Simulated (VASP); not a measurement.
# Sb (Fm-3m) in VASP: further runs

The runs below take Sb through single point, with PBE.

Program: VASP 6.6.1. These are calculated values, not measurements. Logs are shortened: lines on timing, memory, paths and dates and some standing lists are left out, and cuts for length are marked.

**1. Starting point**

The structure is cubic, space group Fm-3m (No. 225). Conventional cell: a = 4.610 Å, b = 4.610 Å, c = 4.610 Å, α = 90.00°, β = 90.00°, γ = 90.00°. Sb (site symmetry m-3m) is surrounded by 12 Sb at 3.26 Å.

This isn't the form of Sb at room conditions, which is rhombohedral.

**2. Single point, PBE**

File INCAR:

```
  PREC = Accurate
  ENCUT = 520
  EDIFF = 1E-6
  ISMEAR = -1
  SIGMA = 0.05
  LREAL = False
  LASPH = True
  NELM = 100
  ALGO = Fast
  ISIF = 2
  LWAVE = False
  LCHARG = False
  GGA = PE
  NBANDS = 8
```

File KPOINTS:

```
Automatic mesh
0
Gamma
  12 12 12
```

File POSCAR:

```
Sb
1.0
    0.0000000000      2.3050000000      2.3050000000
    2.3050000000      0.0000000000      2.3050000000
    2.3050000000      2.3050000000      0.0000000000
Sb
1
Direct
    0.0000000000      0.0000000000      0.0000000000
```

Potentials or basis: VASP PAW PBE potentials, release 64 (Sb).

The run is started by

```sh
$ cat potpaw_PBE.64/Sb/POTCAR > POTCAR
$ mpirun -np 1 vasp_std > vasp.out
```

OUTCAR:

```text
PREC = Accurate
   ENCUT = 520
   EDIFF = 1E-6
   ISMEAR = -1
   LREAL = False
   LASPH = True
   NELM = 100
   ISIF = 2
   GGA = PE

 ion  position               nearest neighbor table
   1  0.000  0.000  0.000-

  LATTYP: Found a face centered cubic cell.
 ALAT       =     4.6100000000

  Lattice vectors:

 A1 = (   0.0000000000,   2.3050000000,   2.3050000000)
 A2 = (   2.3050000000,   0.0000000000,   2.3050000000)
 A3 = (   2.3050000000,   2.3050000000,   0.0000000000)

Analysis of symmetry for initial positions (statically):
=====================================================================
 Subroutine PRICEL returns:
 Original cell was already a primitive cell.

 Routine SETGRP: Setting up the symmetry group for a
 face centered cubic supercell.

 Subroutine GETGRP returns: Found 48 space group operations
 (whereof 48 operations were pure point group operations)
 out of a pool of 48 trial point group operations.

The static configuration has the point symmetry O_h .

Analysis of symmetry for dynamics (positions and initial velocities):
=====================================================================
 Subroutine PRICEL returns:
 Original cell was already a primitive cell.

 Routine SETGRP: Setting up the symmetry group for a
 face centered cubic supercell.

 Subroutine GETGRP returns: Found 48 space group operations
 (whereof 48 operations were pure point group operations)
 out of a pool of 48 trial point group operations.

The dynamic configuration has the point symmetry O_h .

 Subroutine INISYM returns: Found 48 space group operations
 (whereof 48 operations are pure point group operations),
 and found     1 'primitive' translations

----------------------------------------------------------------------------------------

                                     Primitive cell

  volume of cell :      24.4930

  direct lattice vectors                    reciprocal lattice vectors
     0.000000000  2.305000000  2.305000000    -0.216919740  0.216919740  0.216919740
     2.305000000  0.000000000  2.305000000     0.216919740 -0.216919740  0.216919740
     2.305000000  2.305000000  0.000000000     0.216919740  0.216919740 -0.216919740

  length of vectors
     3.259762261  3.259762261  3.259762261     0.375716010  0.375716010  0.375716010
[... 78 lines left out ...]
   NELM   =    100;   NELMIN=  2; NELMDL= -5     # of ELM steps
   EDIFF  = 0.1E-05   stopping-criterion for ELM
   LREAL  =      F    real-space projection
   EDIFFG = 0.1E-04   stopping-criterion for IOM
   NSW    =      0    number of steps for IOM
   IBRION =     -1    ionic relax: 0-MD 1-quasi-New 2-CG
   NFREE  =      0    steps in history (QN), initial steepest desc. (CG)
   ISIF   =      2    stress and relaxation
   ISYM   =      2    0-nonsym 1-usesym 2-fastsym
   POTIM  = 0.5000    time-step for ionic-motion
   TEBEG  =    0.0;   TEEND  =   0.0 temperature during run
   PSTRESS=    0.0 pullay stress
   NELECT =       5.0000    total number of electrons
   NUPDOWN=      -1.0000    fix difference up-down
   EMIN   =  10.00;   EMAX   =-10.00  energy-range for DOS
   EFERMI =   0.00;   METHOD = LEGACY
   ISMEAR =    -1;   SIGMA  =   0.05  broadening in eV -4-tet -1-fermi 0-gaus
   EFERMI_NEDOS =   21; number of points for ismear=-14 and -15
   IALGO  =     68    algorithm
   IMIX   =      4    mixing-type and parameters
     AMIX     =   0.40;   BMIX     =  1.00
     AMIX_MAG =   1.60;   BMIX_MAG =  1.00
  volume/ion in A,a.u.               =      24.49       165.29
  Fermi-wavevector in a.u.,A,eV,Ry     =   0.963941  1.821585 12.642299  0.929183
  Thomas-Fermi vector in A             =   2.093530
   LORBIT       =      0    0 simple, 1 ext, 2 COOP (PROOUT), +10 PAW based schemes
   GGA     = PE    functional components
   LHFCALC =     F    Hartree Fock is set to
   AEXX    =    0.0000 exact exchange contribution
   IVDW    =     0    specifies the selected vdW correction
   LEPSILON=     F    determine dielectric tensor
   LRPA    =     F    only Hartree local field effects (RPA)
 non-spin polarized calculation
 RMM-DIIS sequential band-by-band and
  energy-cutoff  :      520.00
  volume of cell :       24.49
 maximum number of plane-waves:       684
   NGX = 13   NGY = 13   NGZ = 13

 number of electron       4.9999999 magnetization

 Free energy of the ion-electron system (eV)
  ---------------------------------------------------
  ext. energy  EPLUGINS =         0.00000000
  ---------------------------------------------------
  free energy    TOTEN  =        -3.75014031 eV

  energy without entropy =       -3.74379053  energy(sigma->0) =       -3.74696542

 E-fermi :   9.8808     XC(G=0): -10.6537

 val. band max:        9.7904664552   @ k =   0.5000   0.4167   0.0833
 cond. band min:       9.8995858154   @ k =   0.5000   0.2500   0.0833
 fundamental gap:      0.1091193602
 Fermi energy:         9.8807667752

 k-point     1 :       0.0000    0.0000    0.0000
  band No.  band energies     occupation
      1      -3.8926      2.00000
      2      15.8643      0.00000
      3      15.8643      0.00000
      4      15.8643      0.00000
      5      20.0356      0.00000
      6      20.0869      0.00000
      7      20.0869      0.00000
      8      20.0869      0.00000
[... 243 lines left out ...]
 k-point    24 :      -0.4167    0.1667    0.0000
  band No.  band energies     occupation
      1       0.7802      2.00000
      2       4.0617      2.00000
      3      10.4058      0.00006
      4      12.9778      0.00000
      5      16.6844      0.00000
      6      20.8518      0.00000
      7      21.1887      0.00000
      8      24.2483      0.00000

 [... further k-points ...]

------------------------ aborting loop because EDIFF is reached ----------------------------------------

  FORCE on cell =-STRESS in cart. coord.  units (eV):
  Direction    XX          YY          ZZ          XY          YZ          ZX
  --------------------------------------------------------------------------------------
  -------------------------------------------------------------------------------------
  Total        1.3092567      1.3092567      1.3092567     -0.0000000      0.0000000      0.0000000
  in kB       85.6431466     85.6431466     85.6431466     -0.0000000      0.0000000      0.0000000
  external PRESSURE =      85.6431466 kB  Pullay stress =       0.0000000 kB

 VOLUME and BASIS-vectors are now :
 -----------------------------------------------------------------------------
  energy-cutoff  :      520.00
  volume of cell :       24.49
      direct lattice vectors                 reciprocal lattice vectors
     0.000000000  2.305000000  2.305000000    -0.216919740  0.216919740  0.216919740
     2.305000000  0.000000000  2.305000000     0.216919740 -0.216919740  0.216919740
     2.305000000  2.305000000  0.000000000     0.216919740  0.216919740 -0.216919740

 POSITION                                       TOTAL-FORCE (eV/Angst)
 -----------------------------------------------------------------------------------
      0.00000      0.00000      0.00000         0.000000     -0.000000     -0.000000
 -----------------------------------------------------------------------------------
    total drift:                                0.000000      0.000000      0.000000

  FREE ENERGIE OF THE ION-ELECTRON SYSTEM (eV)
  ---------------------------------------------------
  free  energy   TOTEN  =        -3.7501403072 eV

  energy  without entropy=       -3.7437905331  energy(sigma->0) =       -3.74696542
```

OSZICAR:

```text
N       E                     dE             d eps       ncg     rms          rms(c)
DAV:   1     0.546353972882E+01    0.54635E+01   -0.16620E+03  1152   0.410E+02
DAV:   2    -0.365659638804E+01   -0.91201E+01   -0.88235E+01  1616   0.538E+01
DAV:   3    -0.375513602741E+01   -0.98540E-01   -0.98142E-01  1408   0.641E+00
DAV:   4    -0.375540460175E+01   -0.26857E-03   -0.26857E-03  1840   0.409E-01
DAV:   5    -0.375540493806E+01   -0.33631E-06   -0.33603E-06  1464   0.905E-03    0.203E+00
RMM:   6    -0.375208176594E+01    0.33232E-02   -0.85062E-04  1154   0.186E-01    0.119E+00
RMM:   7    -0.375013042821E+01    0.19513E-02   -0.21865E-03  1273   0.303E-01    0.471E-02
RMM:   8    -0.375013942475E+01   -0.89965E-05   -0.97902E-05  1283   0.797E-02    0.116E-02
RMM:   9    -0.375014030723E+01   -0.88249E-06   -0.97682E-06  1350   0.241E-02
   1 F= -.37501403E+01 E0= -.37469654E+01  d E =-.634977E-02
```

Wall time 10 s (1 thread of Intel Xeon Platinum 8375C at 2.90GHz (Ice Lake), shared host); peak memory 0.14 GiB.

Results:

```yaml
Free_energy: -3.7501 eV
Pressure: 8.6 GPa
Band_gap_on_the_k_mesh: none (metal or under the smearing width)
```

Spin-orbit coupling is left out, which matters for the levels of Sb.

**3. Single point, PBE (volume scaled by 1.05)**

File INCAR:

```
SYSTEM = Sb
PREC = Accurate
ENCUT = 520
EDIFF = 1E-6
ISMEAR = -1
SIGMA = 0.05
LREAL = .FALSE.
LASPH = .TRUE.
NELM = 80
ALGO = Fast
ISIF = 2
LWAVE = .FALSE.
LCHARG = .FALSE.
GGA = PE
NBANDS = 8
```

File KPOINTS:

```
regular mesh
0
G
  12 12 12
  0 0 0
```

File POSCAR:

```
Sb
1.0
    0.0000000000      2.3427936025      2.3427936025
    2.3427936025      0.0000000000      2.3427936025
    2.3427936025      2.3427936025      0.0000000000
Sb
1
Direct
    0.0000000000      0.0000000000      0.0000000000
```

Potentials or basis: VASP PAW PBE potentials, release 64 (Sb).

The run is started by

```sh
$ cat potpaw_PBE.64/Sb/POTCAR > POTCAR
$ mpirun -np 1 vasp_std > vasp.out
```

Wall time 19 s (1 thread of Intel Xeon Platinum 8375C at 2.90GHz (Ice Lake), shared host); peak memory 0.16 GiB.

The run converged. Its results:

| Item | Value |
| --- | --- |
| Free energy | -3.7994 eV |
| Pressure | 4.5 GPa |
| Band gap on the k mesh | none (metal or under the smearing width) |

Levels at points of the mesh, in eV from the Fermi level:
```tsv
k point	band 1	band 2	band 3	band 4	band 5	band 6	band 7
(0.00, 0.00, 0.00)	-13.33	5.63	5.63	5.63	10.07	10.07	10.07
(0.50, 0.00, 0.00)	-9.32	-6.16	3.82	3.82	8.43	9.17	9.17
(0.50, 0.50, 0.00)	-7.56	-5.22	0.35	0.35	4.15	4.54	17.79
```
